The volume change is the difference between the volume of a crystal held under pressure and its volume at zero pressure, in percent of the latter. Here density functional theory supplies it: at each applied pressure the cell and the atoms relax until the crystal's internal stress balances the load. A negative pressure means that the crystal is pulled outwards. The approximation on trial is Hooke's law for volume, in which a single bulk modulus turns any pressure into a shrinkage.

Al3GaN4 (space group P-43m, 8 atoms per cell, 10.66 Å³ per atom at zero pressure), computed with Ansatz 0.2.0 using r2SCAN density functional theory, plane-wave PAW, a 500 eV cutoff and a 6×6×6 k mesh. Cell and atoms are relaxed at each pressure at zero temperature, keeping the symmetry. Changes are relative to the cell relaxed at zero pressure.

```csv
applied pressure (GPa),volume change (%),enthalpy change (eV/atom),energy change (meV/atom)
-2,0.98,-0.134,0.7
2,-0.95,0.132,0.6
5,-2.30,0.329,3.8
10,-4.35,0.650,14.0
20,-7.89,1.274,49.1
```

**From −2 to 2 GPa.** These two rows give the stiffness near zero pressure. The pressure rises by 4.00 GPa between them while the volume falls by 1.93 %, so the bulk modulus is $B_0 = 4.00/0.0193 \approx 207$ GPa. Even here the crystal yields slightly more to a pull than to an equal push, 0.98 % against 0.95 %. The asymmetry is small, but it already has the sign of the failure to come.

**From 5 to 10 GPa.** The test for Hooke's law is to divide the pressure by the fractional shrinkage, which should give the same number in each row. Taken with the pressures that the relaxations actually reached, within about one percent of the applied ones, the ratio is 220 GPa in the row at 5 GPa and 231 GPa in the row at 10 GPa. It climbs at every step down the table. A drift in one direction, rather than scatter, shows that the law itself is wrong and not a single relaxation.

The main cause is expected to lie in the bonds. At zero pressure attraction and repulsion between the atoms balance. As the bonds shorten, the repulsion between overlapping electron clouds steepens faster than the attraction grows, so each further bit of shrinkage costs more pressure than the last. Geometry adds to this. In a smaller cell the same force presses on less area, so even ideal springs would seem to stiffen. Both reasons are argued from general principles; the table shows the stiffening but doesn't separate its parts.

**At 20 GPa.** Hooke's law now predicts a shrinkage of $20/207.4$, or 9.6 %, where the calculation gives 7.89 %. The forecast is too large by 22 % of the computed shrinkage. Applying the constant modulus to the current volume instead of the original one hardly helps: the computed volume would then correspond to only 17 GPa. The modulus itself has to grow.

A simple way to let it grow is to take the energy as quadratic in a strain that rises ever faster as the volume $V$ falls below its zero-pressure value $V_0$. This strain is $f = \tfrac12[(V_0/V)^{2/3}-1]$, and the energy is $E = \tfrac92 B_0V_0f^2$. The pressure is $P=-dE/dV$, which gives the second-order Birch equation

$$P = \tfrac32 B_0\left[(V_0/V)^{7/3}-(V_0/V)^{5/3}\right].$$

For the last row $V/V_0 = 1 - 0.0789 = 0.9211$. The two powers are 1.211 and 1.147, their difference is 0.0646, and $P = 1.5\times207\times0.0646 \approx 20.1$ GPa, against 20.0 GPa reached. The only adjusted constant, $B_0$, came from the rows at −2 and 2 GPa, so this row tests the formula without having been fitted. The form itself also fixes how fast the modulus grows with pressure, and that rate happens to suit this crystal. The same formula gives an energy change of 49.2 meV/atom where the table has 49.1, so the computed energies and stresses agree with each other.

For modest pressures the Birch equation reduces to a rule of thumb: Hooke's law overstates the shrinkage by a fraction of about $2.5\,P/B_0$. What counts is therefore the pressure relative to the modulus. A solid half as stiff, if it stiffens in the same manner, would show the same relative error at half the pressure. The rule gives 6 % at 5 GPa, as found, but 24 % at 20 GPa, slightly too much because higher terms begin to matter.

**The enthalpy in the same row.** The enthalpy $H = E + PV$ nearly hides all this. With Hooke's law its change at 20 GPa comes out as 1.266 eV/atom, only 0.6 % below the computed 1.274. One reason is that two errors oppose each other: the elastic energy is too high by 15 meV/atom, while the pressure–volume term is too low by 23.

The deeper reason is that the enthalpy change is the volume summed over the rising pressure, $\Delta H=\int V\,dP$. An error in the shrinkage thus counts against the whole volume, of which it is less than 2 % even at the end. It also grows roughly as the square of the pressure, so its average over the path is about a third of its final value. A good enthalpy is therefore no evidence of a good volume or a good elastic energy.

One possible failure would leave no mark in these numbers. Each relaxation keeps the symmetry of the starting crystal, and no competing structure or lattice vibration was computed. AlN and GaN are known to turn into the denser rocksalt structure at high pressure. The smooth curve up to 20 GPa describes how this fourfold-bonded crystal stiffens, not whether it would survive there.
